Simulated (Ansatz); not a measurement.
Structure: NaH (rocksalt), at its r2SCAN minimum. The symmetry is Fm-3m (No. 225, cubic); a = 4.795 Å in the conventional setting, 13.78 Å³ an atom. Na is surrounded by 6 H at 2.40 Å; H is surrounded by 6 Na at 2.40 Å.

```
CELL_PARAMETERS angstrom
0.00000 2.39751 2.39751
2.39751 0.00000 2.39751
2.39751 2.39751 0.00000
ATOMIC_POSITIONS crystal
Na 0.00000 0.00000 0.00000
H 0.50000 0.50000 0.50000
```

3 runs of the plane-wave code Ansatz on this cell differ in the functional (and in the settings that go with it). Levels are in eV from each run's valence top; v1 is the last filled band, c1 the first empty one.

Run A, mean stress +0.2 GPa (compression positive):
```
point      v4      v3      v2     v1     c1     c2
    Γ  -24.28  -24.28  -24.28  -4.01  12.20  17.12
    X  -24.37  -24.32  -24.32  -0.19   5.72  11.32
    U  -24.35  -24.34  -24.31  -0.13   6.45   7.59
    L  -24.38  -24.30  -24.30  -0.96   4.85  12.33
```

Run B, mean stress +0.6 GPa (compression positive):
```
point      v4      v3      v2     v1     c1     c2
    Γ  -22.07  -22.07  -22.07  -3.68  10.63  15.77
    X  -22.16  -22.10  -22.10  -0.18   4.68  10.12
    U  -22.14  -22.12  -22.09  -0.12   5.38   6.43
    L  -22.17  -22.08  -22.08  -0.87   3.80  10.94
```

Run C, mean stress +0.2 GPa (compression positive):
```
point      v4      v3      v2     v1     c1     c2
    Γ  -24.31  -24.31  -24.31  -4.07  12.97  17.88
    X  -24.40  -24.35  -24.35  -0.19   6.44  12.05
    U  -24.38  -24.37  -24.34  -0.12   7.18   8.33
    L  -24.41  -24.33  -24.33  -0.98   5.58  13.07
```

Question: Match the runs to PBE, HSE06, PBE0.

Answer: A is HSE06, B is PBE, C is PBE0. In order of the gap: PBE 3.80, HSE06 4.85, PBE0 5.58 eV.

Spin-unpolarised throughout; all numbers are computed.

The stress of a hybrid is loosely converged in these runs.

The meshes of the hybrids are coarse, so their gaps aren't converged to the digits shown.
